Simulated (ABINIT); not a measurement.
Planning a run of ABINIT 10.8.3 on MgO (Fm-3m). The input:

```
acell 3*1.0 Angstrom
rprim 
  -0.000000000000 2.097001392700 2.097001392700
  2.097001392700 -0.000000000000 2.097001392700
  2.097001392700 2.097001392700 -0.000000000000
ntypat 2
znucl 12 8
natom 2
typat 1 2
xred 
  0.000000000000 0.000000000000 0.000000000000
  0.500000000000 0.500000000000 0.500000000000
pp_dirpath "pseudos"
pseudos "Mg.upf, O.upf"
ecut 38
ngkpt 6 6 6
nshiftk 1
shiftk 0 0 0
kptopt 1
chksymbreak 0
istwfk *1
occopt 1
irdwfk 1
optdriver 3
nband 77
ecuteps 9.7
inclvkb 2
awtr 1
symchi 1
irdqps 1
gwcalctyp 28
nqptdm 15
qptdm 
  0.1666666667 0.0000000000 0.0000000000
  0.3333333333 0.0000000000 0.0000000000
  0.5000000000 0.0000000000 0.0000000000
  0.1666666667 0.1666666667 0.0000000000
  0.3333333333 0.1666666667 0.0000000000
  0.5000000000 0.1666666667 0.0000000000
  -0.3333333333 0.1666666667 0.0000000000
  -0.1666666667 0.1666666667 0.0000000000
  0.3333333333 0.3333333333 0.0000000000
  0.5000000000 0.3333333333 0.0000000000
  -0.3333333333 0.3333333333 0.0000000000
  0.5000000000 0.5000000000 0.0000000000
  0.5000000000 0.3333333333 0.1666666667
  -0.3333333333 0.3333333333 0.1666666667
  -0.3333333333 0.5000000000 0.1666666667
indata_prefix "in"
outdata_prefix "out"
tmpdata_prefix "tmp"
```

```sh
OMP_NUM_THREADS=1 mpirun -n 4 abinit run.abi > log; mrgscr < mrgscr.stdin
```

Question: How long will it take on 4 MPI ranks of Arm Neoverse V2, shared host, and how much memory?

It took 44 s; on shared hardware allow 22 s to 89 s. Peak host memory was 0.69 GiB.

[Paths, hosts, dates, memory and timing lines, banners, echoed tables and standing remarks are left out of the program output.]

[Logs are printed without paths, hosts, clocks, repeated set-up lines and the standing remarks that a program may print on its own settings, such as how far it seeks lower states.]

[Runs of the session that timed out or met a known fault of the program may be left out.]

[Hosts, paths, dates, database ids (printed as entryN), source tags and the programs' standing remarks are cut or masked in the printed files.]

[G0W0 gaps are taken among the corrected bands and points alone; a level outside them can change the order at an edge.]

[Where Ansatz stands beside ABINIT at settings called matched, ABINIT's density can come from a denser mesh and the files from another edition; pairs whose starting gaps differed by over 0.03 eV were left out, so agreement reads better than it is.]
